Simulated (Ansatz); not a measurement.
# PbTiO3: the band gap up the ladder of functionals

One table from this session's results is given with a row withheld; the runs are named, their logs left out.

Code: Ansatz 0.2.0. PAW datasets, plane waves. The values are computed, spin-unpolarised, and not measurements.

## The structure to begin with

The cell was relaxed beforehand with r2SCAN.

Space group Pm-3m (No. 221), cubic; conventional cell a = 3.935 Å, 12.19 Å³ an atom. Around Pb lie 12 O at 2.78 Å; around Ti lie 6 O at 1.97 Å; around O lie 2 Ti at 1.97 Å and 4 Pb at 2.78 Å.

Structure file:

```cif
data_structure
_symmetry_space_group_name_H-M 'Pm-3m'
_symmetry_Int_Tables_number 221
_cell_length_a 3.9351
_cell_length_b 3.9351
_cell_length_c 3.9351
_cell_angle_alpha 90.000
_cell_angle_beta 90.000
_cell_angle_gamma 90.000
_cell_volume 60.93
loop_
_atom_site_label
_atom_site_type_symbol
_atom_site_symmetry_multiplicity
_atom_site_Wyckoff_symbol
_atom_site_fract_x
_atom_site_fract_y
_atom_site_fract_z
_atom_site_occupancy
Pb1 Pb 1 a 0.00000 0.00000 0.00000 1
Ti1 Ti 1 b 0.50000 0.50000 0.50000 1
O1 O 3 c 0.50000 0.50000 0.00000 1
```

Set-up of the first run:

The input, input.yaml:

```yaml
crystal:
  lattice:
    - [3.9350668455, 0.0, 0.0]
    - [0.0, 3.9350668455, 0.0]
    - [0.0, 0.0, 3.9350668455]
  atoms:
    - { symbol: Pb, position: [0.0, 0.0, 0.0] }
    - { symbol: Ti, position: [0.5, 0.5, 0.5] }
    - { symbol: O, position: [0.5, 0.5, 0.0] }
    - { symbol: O, position: [0.5, 0.0, 0.5] }
    - { symbol: O, position: [0.0, 0.5, 0.5] }
kpoints:
  mp_grid: { grid: [6, 6, 6] }
  band_path:
    path:
      - [[0.0, 0.0, 0.0], [7.576513710988e-51, 0.5, 1.631425013449e-35], [0.5, 0.5, 3.670706280261e-35], [0.0, 0.0, 0.0], [0.5, 0.5, 0.5], [7.576513710988e-51, 0.5, 1.631425013449e-35]]
      - [[0.5, 0.5, 0.5], [0.5, 0.5, 3.670706280261e-35]]
    npoints: 10
hamiltonian:
  xc: pbe
scf:
  occupations: { method: fermi_dirac, width: 0.02 }
  n_extra_bands: 5
output:
  forces: true
  stress: true
  eigenvalues: true
```

Run with:

```sh
ansatz run input.yaml --threads 2 --pin off --max-ram 20275MiB --backend cpu --events-out ev --progress --plain --runs-dir out
```

Among the steps run: Band structure with PBE; r2SCAN; Single point with HSE06; PBE+SOC; Single point with PBE0.

One table of the session follows, with a row left open; its other results are not shown here.

| level | gap (eV) |
| --- | --- |
| PBE | 1.63 |
| r2SCAN | 1.92 |
| HSE06 | 2.72 |
| PBE+SOC | 1.59 |
| PBE0 | ? |

Estimate the missing values for PBE0.

As computed: gap (eV): 3.43. In the column «gap (eV)» it is the highest.

Meshes: PBE 6×6×6, r2SCAN 6×6×6, HSE06 4×4×4, PBE+SOC 6×6×6, PBE0 4×4×4

Against HSE06, PBE is short by 1.09 eV, at 60 % of it, and r2SCAN 71 %. PBE0 lies 0.71 eV above HSE06, which differs from it by screening the long-range exchange.

Caveats from the session: Warnings in the runs' records: stress scf threshold loose, stress exchange threshold loose.
